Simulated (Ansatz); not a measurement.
Write the native input for Ansatz 0.2.0 that does the following.

```yaml
Task: single point
Functional: PBE
Potentials_or_basis: all-electron LAPW, scalar-relativistic
Cutoff: 218 eV (chosen from the basis error)
Basis_error_allowed: 0.001 eV/atom
k_mesh: 8 × 8 × 8
Occupations: gaussian, width 0.017 eV
Spin: no spin polarisation
```

Crystal: Si.

```xyz
2
Lattice="0.0000 2.7219 2.7219 2.7219 0.0000 2.7219 2.7219 2.7219 0.0000" Properties=species:S:1:pos:R:3 pbc="T T T"
Si    2.7219    2.7219    2.7219
Si    4.0828    4.0828    4.0828
```

One way to write it, as run:

input.yaml

```yaml
crystal:
  lattice:
    - [0.0, 2.7218511865, 2.7218511865]
    - [2.7218511865, 0.0, 2.7218511865]
    - [2.7218511865, 2.7218511865, 0.0]
  atoms:
    - { symbol: Si, position: [0.5, 0.5, 0.5] }
    - { symbol: Si, position: [0.75, 0.75, 0.75] }
kpoints:
  mp_grid: { grid: [8, 8, 8] }
scf:
  occupations: { method: gaussian, width: 0.017 }
hamiltonian:
  xc: pbe
  pseudopotentials: { kind: all_electron, lapw: { basis_error: 0.001 } }
output:
  forces: true
  stress: true
  eigenvalues: true
```

Potentials or basis: all-electron LAPW, scalar-relativistic.

The run is started by

```console
$ ansatz run input.yaml --threads 1 --pin off --max-ram 3072MiB --backend cpu --events-out ev --progress --plain --runs-dir out
```

It gave:

* Pressure: 1.3 GPa
* Band gap on the k mesh: 0.63 eV, indirect (least direct gap 2.56 eV)

It took 2.8 s on 1 thread of Arm Neoverse V1, with other jobs on the host, peak memory 0.22 GiB.
